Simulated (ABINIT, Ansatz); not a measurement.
## GaN and the functional, program beside program

```
Ga N
1.0
     3.18000    0.00000    0.00000
    -1.59000    2.75396    0.00000
     0.00000    0.00000    5.16600
Ga N
2 2
Direct
  0.66667 0.33333 0.50000
  0.33333 0.66667 0.00000
  0.66667 0.33333 0.87500
  0.33333 0.66667 0.37500
```

Kept alike: task band structure; k mesh 10 × 10 × 5; occupations fermi-dirac, width 0.05 eV; no spin polarisation. The mesh is that of the run's cell of 4 atoms. No spin-orbit coupling.

- A: ABINIT, JTH PAW PBE v2.0, made for PBE, cutoff 844 eV
- B: Ansatz, all-electron LAPW, scalar-relativistic

| functional | A: pressure (GPa) | B: pressure (GPa) |
| --- | --- | --- |
| LDA | -3.79 | -4.26 |
| PBE | 7.87 | 7.20 |
| PBEsol | 1.72 | 1.02 |

Pressure is positive in compression; plane-wave values hold the error of the finite cutoff. Values on potentials made for another functional: A at LDA, PBEsol.

How large is the effect of the functional, and do the programs agree on it?

From LDA to PBE the pressure moves by +11.66 in A, +11.46 in B (GPa). Row by row the programs differ by 0.47 to 0.70, and over this span the shifts, as printed, agree within about 2 %. Shifts from LDA: PBE +11.66, +11.46; PBEsol +5.51, +5.28; the programs' shifts differ by up to 0.23.
